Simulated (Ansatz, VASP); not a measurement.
**Two plane-wave programs on Ni**

```
Ni
1.0
     3.98683    0.00000    0.00000
    -1.99342    3.45270    0.00000
     0.00000    0.00000    2.42235
Ni
3
Direct
  0.00000 0.00000 0.00000
  0.33333 0.66667 0.50000
  0.66667 0.33333 0.50000
```

Alike in both runs: functional PBE; k mesh 6 × 6 × 6; occupations gaussian, width 0.1 eV; collinear spin.

Ansatz relaxed the structure, and its values are those at the end. VASP's run is a single point on that final structure, the one shown.

|  | VASP | Ansatz |
| --- | --- | --- |
| version | VASP 6.6.1 | Ansatz 0.2.0 |
| potentials or method | VASP PAW PBE potentials, release 64 (Ni) | scalar-relativistic, plane waves, PAW |
| plane-wave cutoff (eV) | 520 | 420 |
| valence electrons in the cell | 30 | 54 |

Ansatz gave:

| Quantity | Value |
| --- | --- |
| gap on the k mesh at the Fermi level (eV) | none |
| pressure (GPa) | 0.1 |
| net moment per atom (μB) | 0.66 |
| size of the moment on the site where the two differ most (μB) | 0.71 |

What did VASP give for the same quantities?

gap on the k mesh at the Fermi level (eV): none; pressure (GPa): 0.0; net moment per atom (μB): 0.64; size of the moment on the site where the two differ most (μB): 0.67.

Site moments also hang on the region over which each program counts them. A gap of «none» marks a metal or a gap that the smearing closes. The two sets of potentials don't hold the same shells in valence.

Caveats: the k mesh is coarse (spacing up to 0.43 Å⁻¹), so the values aren't converged.
